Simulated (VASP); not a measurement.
# ZnSn2N2 in VASP: notebook, part 2 of 2

VASP 6.6.1. The steps go on from the part before.

**5. Single point, PBE**

INCAR reads:

```
SYSTEM = ZnSn2N2
  ADDGRID = .FALSE.
  ALGO = Normal
  EDIFF = 1E-7
  ENCUT = 600
  GGA = PE
  ISIF = 2
  ISMEAR = 0
  LASPH = .TRUE.
  LCHARG = .FALSE.
  LREAL = .FALSE.
  LWAVE = .FALSE.
  NBANDS = 33
  NELM = 100
  PREC = Accurate
  SIGMA = 0.05
```

KPOINTS reads:

```
k-points
0
G
  3 3 1
  0 0 0
```

POSCAR reads:

```
ZnSn2N2
1.0
    3.3523260000      0.0000000000      0.0000000000
    0.0000000000      3.3523260000      0.0000000000
    0.0000000000      0.0000000000      8.0642090000
Sn Zn N
2 1 2
Direct
    0.4973440000      0.4812300000      0.3153800000
    0.4977480000      0.5263330000      0.6946440000
   -0.0161480000     -0.0098380000     -0.0046550000
   -0.0132420000      0.5408690000      0.8583280000
    0.4951850000     -0.0107610000      0.1447960000
```

Potentials or basis: VASP PAW PBE potentials, release 64 (Sn_d, Zn, N).

The run is started by

```
cat potpaw_PBE.64/Sn_d/POTCAR potpaw_PBE.64/Zn/POTCAR potpaw_PBE.64/N/POTCAR > POTCAR
mpirun -np 1 vasp_std > vasp.out
```

OUTCAR:

```text
SYSTEM = ZnSn2N2
   EDIFF = 1E-7
   ENCUT = 600
   GGA = PE
   ISIF = 2
   ISMEAR = 0
   LASPH = .TRUE.
   LREAL = .FALSE.
   NELM = 100
   PREC = Accurate

 Found      5 irreducible k-points:

 Following reciprocal coordinates:
            Coordinates               Weight
  0.000000  0.000000  0.000000      1.000000
  0.333333  0.000000  0.000000      2.000000
  0.000000  0.333333  0.000000      2.000000
  0.333333  0.333333  0.000000      2.000000
 -0.333333  0.333333  0.000000      2.000000
   k-points           NKPTS =      5   k-points in BZ     NKDIM =      5   number of bands    NBANDS=     33
   number of dos      NEDOS =    301   number of ions     NIONS =      5
   total plane-waves  NPLWV =  50176
   dimension x,y,z NGX =    28 NGY =   28 NGZ =   64
   dimension x,y,z NGXF=    56 NGYF=   56 NGZF=  128
   ions per type =               2   1   2
   NGX,Y,Z   is equivalent  to a cutoff of  13.89, 13.89, 13.19 a.u.
   NGXF,Y,Z  is equivalent  to a cutoff of  27.77, 27.77, 26.39 a.u.
 SYSTEM =  ZnSn2N2
   PREC   = accura    normal or accurate (medium, high low for compatibility)
   ISTART =      0    job   : 0-new  1-cont  2-samecut
   ICHARG =      2    charge: 1-file 2-atom 10-const
   ISPIN  =      1    spin polarized calculation?
   LNONCOLLINEAR =      F non collinear calculations
   LSORBIT =      F    spin-orbit coupling
   LASPH  =      T    aspherical Exc in radial PAW
   ENCUT  =  600.0 eV  44.10 Ry    6.64 a.u.   6.70  6.70 16.11*2*pi/ulx,y,z
   NELM   =    100;   NELMIN=  2; NELMDL= -5     # of ELM steps
   EDIFF  = 0.1E-06   stopping-criterion for ELM
   LREAL  =      F    real-space projection
   EDIFFG = 0.1E-05   stopping-criterion for IOM
   NSW    =      0    number of steps for IOM
   IBRION =     -1    ionic relax: 0-MD 1-quasi-New 2-CG
   NFREE  =      0    steps in history (QN), initial steepest desc. (CG)
   ISIF   =      2    stress and relaxation
   ISYM   =      2    0-nonsym 1-usesym 2-fastsym
   POTIM  = 0.5000    time-step for ionic-motion
   TEBEG  =    0.0;   TEEND  =   0.0 temperature during run
   PSTRESS=    0.0 pullay stress
   NELECT =      50.0000    total number of electrons
   NUPDOWN=      -1.0000    fix difference up-down
   EMIN   =  10.00;   EMAX   =-10.00  energy-range for DOS
   EFERMI =   0.00;   METHOD = LEGACY
   ISMEAR =     0;   SIGMA  =   0.05  broadening in eV -4-tet -1-fermi 0-gaus
   EFERMI_NEDOS =   21; number of points for ismear=-14 and -15
   IALGO  =     38    algorithm
   IMIX   =      4    mixing-type and parameters
     AMIX     =   0.40;   BMIX     =  1.00
     AMIX_MAG =   1.60;   BMIX_MAG =  1.00
  volume/ion in A,a.u.               =      18.13       122.32
  Fermi-wavevector in a.u.,A,eV,Ry     =   1.342703  2.537341 24.529295  1.802852
  Thomas-Fermi vector in A             =   2.470836
   LORBIT       =      0    0 simple, 1 ext, 2 COOP (PROOUT), +10 PAW based schemes
   GGA     = PE    functional components
   LHFCALC =     F    Hartree Fock is set to
   AEXX    =    0.0000 exact exchange contribution
   IVDW    =     0    specifies the selected vdW correction
   LEPSILON=     F    determine dielectric tensor
   LRPA    =     F    only Hartree local field effects (RPA)
 non-spin polarized calculation
 Gauss-broadening in eV      SIGMA  =   0.05
  energy-cutoff  :      600.00
  volume of cell :       90.63
 maximum number of plane-waves:      3036
   NGX = 13   NGY = 13   NGZ = 33

 number of electron      50.0000002 magnetization

 Free energy of the ion-electron system (eV)
  ---------------------------------------------------
  ext. energy  EPLUGINS =         0.00000000
  ---------------------------------------------------
  free energy    TOTEN  =       -23.47905516 eV

  energy without entropy =      -23.46906893  energy(sigma->0) =      -23.47406205

 E-fermi :   5.5898     XC(G=0): -10.2056

 val. band max:        5.1466288589   @ k =   0.3333   0.3333   0.0000
 cond. band min:       5.6133346099   @ k =  -0.3333   0.3333   0.0000
 fundamental gap:      0.4667057511
 Fermi energy:         5.5898479284

 k-point     1 :       0.0000    0.0000    0.0000
  band No.  band energies     occupation
      1     -16.0262      2.00000
      2     -15.9605      2.00000
      3     -15.8711      2.00000
      4     -15.8114      2.00000
      5     -15.8005      2.00000
      6     -15.7499      2.00000
[... 25 lines left out ...]
     32      12.8936      0.00000
     33      13.2646      0.00000

 k-point     2 :       0.3333    0.0000    0.0000
  band No.  band energies     occupation
      1     -15.9730      2.00000
      2     -15.9158      2.00000
      3     -15.8740      2.00000
      4     -15.7985      2.00000
      5     -15.7945      2.00000
      6     -15.7837      2.00000
[... 25 lines left out ...]
     32      13.4623      0.00000
     33      14.1439      0.00000

 k-point     3 :       0.0000    0.3333    0.0000
  band No.  band energies     occupation
      1     -15.9485      2.00000
      2     -15.9064      2.00000
      3     -15.8613      2.00000
      4     -15.8168      2.00000
      5     -15.8072      2.00000
      6     -15.7877      2.00000
[... 25 lines left out ...]
     32      13.6170      0.00000
     33      14.0319      0.00000

 k-point     4 :       0.3333    0.3333    0.0000
  band No.  band energies     occupation
      1     -15.9445      2.00000
      2     -15.8613      2.00000
      3     -15.8463      2.00000
      4     -15.8291      2.00000
      5     -15.8002      2.00000
      6     -15.7809      2.00000
[... 25 lines left out ...]
     32      11.9167      0.00000
     33      13.1751      0.00000

 k-point     5 :      -0.3333    0.3333    0.0000
  band No.  band energies     occupation
      1     -15.9445      2.00000
      2     -15.8613      2.00000
      3     -15.8466      2.00000
      4     -15.8288      2.00000
      5     -15.8005      2.00000
      6     -15.7808      2.00000
[... 25 lines left out ...]
     32      11.9152      0.00000
     33      13.2427      0.00000

------------------------ aborting loop because EDIFF is reached ----------------------------------------

  FORCE on cell =-STRESS in cart. coord.  units (eV):
  Direction    XX          YY          ZZ          XY          YZ          ZX
  --------------------------------------------------------------------------------------
  -------------------------------------------------------------------------------------
  Total        0.1885688      0.6308465      0.4369425     -0.0038188      2.0741432      0.1691827
  in kB        3.3336979     11.1526991      7.7246813     -0.0675123     36.6686611      2.9909719
  external PRESSURE =       7.4036928 kB  Pullay stress =       0.0000000 kB

 VOLUME and BASIS-vectors are now :
 -----------------------------------------------------------------------------
  energy-cutoff  :      600.00
  volume of cell :       90.63
      direct lattice vectors                 reciprocal lattice vectors
     3.352326000  0.000000000  0.000000000     0.298300344  0.000000000  0.000000000
     0.000000000  3.352326000  0.000000000     0.000000000  0.298300344  0.000000000
     0.000000000  0.000000000  8.064209000     0.000000000  0.000000000  0.124004723

 POSITION                                       TOTAL-FORCE (eV/Angst)
 -----------------------------------------------------------------------------------
      1.66726      1.61324      2.54329        -0.012855      0.228648     -1.357381
      1.66861      1.76444      5.60175        -0.350747      0.030468      0.501873
      3.29819      3.31935      8.02667         0.220290      1.455007      1.108243
      3.30793      1.81317      6.92174         0.335343     -1.604999     -0.610087
      1.66002      3.31625      1.16767        -0.192031     -0.109123      0.357353
 -----------------------------------------------------------------------------------
    total drift:                                0.000746      0.000237     -0.000404

  FREE ENERGIE OF THE ION-ELECTRON SYSTEM (eV)
  ---------------------------------------------------
  free  energy   TOTEN  =       -23.4790551636 eV

  energy  without entropy=      -23.4690689310  energy(sigma->0) =      -23.47406205
```

OSZICAR:

```text
N       E                     dE             d eps       ncg     rms          rms(c)
DAV:   1     0.516124538787E+03    0.51612E+03   -0.26502E+04   338   0.252E+03
DAV:   2     0.574725136839E+02   -0.45865E+03   -0.43946E+03   330   0.593E+02
DAV:   3    -0.233302770139E+02   -0.80803E+02   -0.78114E+02   368   0.204E+02
DAV:   4    -0.287380349515E+02   -0.54078E+01   -0.53544E+01   401   0.553E+01
DAV:   5    -0.288830761542E+02   -0.14504E+00   -0.14493E+00   388   0.966E+00    0.149E+01
DAV:   6    -0.236980413213E+02    0.51850E+01   -0.21185E+01   564   0.637E+01    0.824E+00
DAV:   7    -0.236019512181E+02    0.96090E-01   -0.56450E+00   418   0.172E+01    0.593E+00
DAV:   8    -0.235110898599E+02    0.90861E-01   -0.69330E-01   451   0.105E+01    0.347E+00
DAV:   9    -0.234812423218E+02    0.29848E-01   -0.24474E-01   444   0.380E+00    0.942E-01
DAV:  10    -0.234788239675E+02    0.24184E-02   -0.34907E-02   420   0.231E+00    0.338E-01
DAV:  11    -0.234787701785E+02    0.53789E-04   -0.10640E-02   492   0.110E+00    0.184E-01
DAV:  12    -0.234789566833E+02   -0.18650E-03   -0.11313E-03   395   0.368E-01    0.789E-02
DAV:  13    -0.234790396184E+02   -0.82935E-04   -0.18648E-04   444   0.166E-01    0.189E-02
DAV:  14    -0.234790552327E+02   -0.15614E-04   -0.37897E-05   450   0.482E-02    0.141E-02
DAV:  15    -0.234790542594E+02    0.97332E-06   -0.76285E-06   460   0.346E-02    0.505E-03
DAV:  16    -0.234790549490E+02   -0.68958E-06   -0.30395E-06   428   0.128E-02    0.149E-03
DAV:  17    -0.234790551420E+02   -0.19305E-06   -0.42642E-07   348   0.678E-03    0.645E-04
DAV:  18    -0.234790551636E+02   -0.21525E-07   -0.75449E-08   228   0.354E-03
   1 F= -.23479055E+02 E0= -.23474062E+02  d E =-.998623E-02
```

stdout:

```text
POSCAR found type information on POSCAR SnZnN
 POSCAR found :  3 types and       5 ions
 scaLAPACK will be used
 LDA part: xc-table for (Slater+PW92), standard interpolation
 POSCAR, INCAR and KPOINTS ok, starting setup
 FFT: planning ... GRIDC
 FFT: planning ... GRID_SOFT
 FFT: planning ... GRID
 WAVECAR not read
 entering main loop
```

It took 12 s on 1 thread of Intel Xeon 6975P-C (Granite Rapids), shared host; peak memory 0.22 GiB.

The run converged, but some of its settings lie outside the range that counts as converged, so its numbers aren't taken as properties of the crystal.

What came out:

| Item | Value |
| --- | --- |
| Free energy | -23.4791 eV |
| Pressure | 0.7 GPa |
| Largest force | 1.842 eV/Å |
| Band gap on the k mesh | none (metal or under the smearing width) |

Caveat: the k mesh is coarse (spacing up to 0.78 Å⁻¹), so the values aren't converged.

**6. Single point, PBE**

Changes to INCAR since step 5:

```diff
@@ -4,3 +4,3 @@
   EDIFF = 1E-7
-  ENCUT = 600
+  ENCUT = 300
   GGA = PE
```

KPOINTS reads:

```
k-points
0
G
  5 5 2
  0 0 0
```

POSCAR is that of step 5.

Potentials or basis: VASP PAW PBE potentials, release 64 (Sn_d, Zn, N).

The run is started by

```
cat potpaw_PBE.64/Sn_d/POTCAR potpaw_PBE.64/Zn/POTCAR potpaw_PBE.64/N/POTCAR > POTCAR
mpirun -np 1 vasp_std > vasp.out
```

OUTCAR:

```text
SYSTEM = ZnSn2N2
   EDIFF = 1E-7
   ENCUT = 300
   GGA = PE
   ISIF = 2
   ISMEAR = 0
   LASPH = .TRUE.
   LREAL = .FALSE.
   NELM = 100
   PREC = Accurate

 Found     26 irreducible k-points:

 Following reciprocal coordinates:
            Coordinates               Weight
  0.000000  0.000000  0.000000      1.000000
  0.200000  0.000000  0.000000      2.000000
  0.000000  0.200000  0.000000      2.000000
  0.400000  0.000000  0.000000      2.000000
  0.000000  0.400000  0.000000      2.000000
  0.200000  0.200000  0.000000      2.000000
   k-points           NKPTS =     26   k-points in BZ     NKDIM =     26   number of bands    NBANDS=     33
[... 296 lines left out ...]
  -------------------------------------------------------------------------------------
  Total       -5.7402935     -5.0431709     -6.5043139     -0.0080942      2.0560240      0.1814054
  in kB     -101.4823265    -89.1579351   -114.9894009     -0.1430968     36.3483323      3.2070565
  external PRESSURE =    -101.8765542 kB  Pullay stress =       0.0000000 kB

 VOLUME and BASIS-vectors are now :
 -----------------------------------------------------------------------------
  energy-cutoff  :      300.00
  volume of cell :       90.63
      direct lattice vectors                 reciprocal lattice vectors
     3.352326000  0.000000000  0.000000000     0.298300344  0.000000000  0.000000000
     0.000000000  3.352326000  0.000000000     0.000000000  0.298300344  0.000000000
     0.000000000  0.000000000  8.064209000     0.000000000  0.000000000  0.124004723

 POSITION                                       TOTAL-FORCE (eV/Angst)
 -----------------------------------------------------------------------------------
      1.66726      1.61324      2.54329        -0.004031      0.224254     -0.754900
      1.66861      1.76444      5.60175        -0.365033      0.035941     -0.054953
      3.29819      3.31935      8.02667         0.215869      1.465330      1.147927
      3.30793      1.81317      6.92174         0.367272     -1.704991     -0.966708
      1.66002      3.31625      1.16767        -0.214077     -0.020533      0.628635
 -----------------------------------------------------------------------------------
    total drift:                               -0.002069      0.002130      0.001974

  FREE ENERGIE OF THE ION-ELECTRON SYSTEM (eV)
  ---------------------------------------------------
  free  energy   TOTEN  =       -24.0644572082 eV

  energy  without entropy=      -24.0605060567  energy(sigma->0) =      -24.06248163
```

stdout:

```text
POSCAR found type information on POSCAR SnZnN
 POSCAR found :  3 types and       5 ions
 scaLAPACK will be used
 LDA part: xc-table for (Slater+PW92), standard interpolation
 POSCAR, INCAR and KPOINTS ok, starting setup
 FFT: planning ... GRIDC
 FFT: planning ... GRID_SOFT
 FFT: planning ... GRID
 WAVECAR not read
 entering main loop
```

Wall time 18 s (1 thread of Intel Xeon 6975P-C (Granite Rapids), shared host); peak memory 0.16 GiB.

The run converged, but a check on its numbers failed (symmetry, net force, bounds or a known fault of this set-up), so they aren't taken as properties of the crystal.

Caveat: the k mesh is coarse (spacing up to 0.39 Å⁻¹), so the values aren't converged; the cutoff lies under the usual one of these potentials, so the numbers hold a large basis-set error.

**7. For comparison**

An earlier run on the cell as given: functional PBE; potentials or basis VASP PAW PBE potentials, release 64 (Sn_d, Zn, N); cutoff 520 eV; k mesh 8 × 8 × 4; occupations fermi-dirac, width 0.05 eV; no spin polarisation.

* Pressure: -0.3 GPa
* Largest force: 0.069 eV/Å
* Band gap on the k mesh: none (metal or under the smearing width)
